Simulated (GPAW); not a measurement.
A run of GPAW 26.7.0:

run.py

```python
from ase.calculators.mixing import SumCalculator
from ase.filters import FrechetCellFilter
from ase.io import read, write
from ase.optimize import LBFGS
from dftd3.ase import DFTD3
from gpaw import GPAW, PW, setup_paths

setup_paths.insert(0, '.')

atoms = read('TaS2.cif')

calc = GPAW(mode=PW(600),
            xc='PBEsol',
            kpts={'size': (7, 7, 4), 'gamma': True},
            occupations={'name': 'fermi-dirac', 'width': 0.05},
            nbands=25,
            convergence={'density': 1e-05, 'energy': 1e-05},
            maxiter=150,
            txt='gpaw.txt')
atoms.calc = SumCalculator([calc, DFTD3(method='pbesol', damping='d3bj')])
opt = LBFGS(FrechetCellFilter(atoms), trajectory='relax.traj', logfile='-')
done = opt.run(fmax=0.05, steps=60)
calc.write('gs.gpw')
write('result.traj', atoms)
print('Converged:', done)
print('Cell:', atoms.cell.cellpar().round(4))
print('Volume:', round(atoms.get_volume(), 4))
print(atoms.get_scaled_positions().round(5))
```

The input TaS2.cif:

```cif
data_TaS2
_cell_length_a 3.35000000
_cell_length_b 3.35000000
_cell_length_c 5.86000000
_cell_angle_alpha 90.00000000
_cell_angle_beta 90.00000000
_cell_angle_gamma 120.00000000
_space_group_name_H-M_alt 'P1'
_space_group_name_Hall 'P 1'
_space_group_IT_number 1
loop_
_space_group_symop_operation_xyz
'x,y,z'
loop_
_atom_site_label
_atom_site_type_symbol
_atom_site_symmetry_multiplicity
_atom_site_Wyckoff_symbol
_atom_site_fract_x
_atom_site_fract_y
_atom_site_fract_z
_atom_site_occupancy
Ta1 Ta 1 a 0.0000000000 0.0000000000 0.0000000000 1
S1 S 1 a 0.6666666667 0.3333333333 0.7500000000 1
S2 S 1 a 0.3333333333 0.6666666667 0.2500000000 1
```

Potentials or basis: PAW data sets generated in the run's folder for this functional, pw.

Launch:

```bash
$ gpaw-setup -f PBEsol S Ta
$ OMP_NUM_THREADS=1 python run.py
```

Hardware: 1 thread of Intel(R) Xeon(R) 6975P-C (Granite Rapids) (shared host).

How long does it take, and how much memory?

It took 120 s on 1 thread of Intel(R) Xeon(R) 6975P-C (Granite Rapids), with other jobs on the host, peak memory 0.31 GiB. Counts: scf iterations 115, plane waves 1931, bands 25, k points 28, ion steps 12.
